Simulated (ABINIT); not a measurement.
ZnS:

```
Zn S
1.0
     0.00000    2.70200    2.70200
     2.70200    0.00000    2.70200
     2.70200    2.70200    0.00000
Zn S
1 1
Direct
  0.75000 0.75000 0.75000
  0.00000 0.00000 0.00000
```

| Property | Result |
| --- | --- |
| Program | ABINIT 10.8.3 (patched build) |
| Task | relaxation of cell and atoms |
| Functional | PBE |
| Potentials or basis | PseudoDojo NC SR PBE v0.4.1 standard |
| Cutoff | 1143 eV |
| k mesh | 7 × 7 × 7 |
| Occupations | fermi-dirac, width 0.05 eV |
| Spin | no spin polarisation |

At the start: pressure 1.6 GPa; volume 19.73 Å³/atom.

Q: How do energy, volume and symmetry change on relaxing?

A: Over 4 steps the energy falls by 2.1 meV/atom and the volume is 20.16 Å³/atom (+2.2 %); space group F-43m (No. 216, to 0.05 Å).

The path:
```csv
step,energy change (eV),largest force (eV/Å),pressure (GPa),volume (Å³)
1,0.0000,0.0000,1.58,39.45
2,-0.0017,0.0000,1.22,39.64
3,-0.0042,0.0000,0.04,40.30
4,-0.0042,0.0000,0.00,40.32
```

Final structure:
```
Zn S
1.0
     0.00000    2.72157    2.72157
     2.72157    0.00000    2.72157
     2.72157    2.72157    0.00000
Zn S
1 1
Direct
  0.75000 0.75000 0.75000
  0.00000 0.00000 0.00000
```
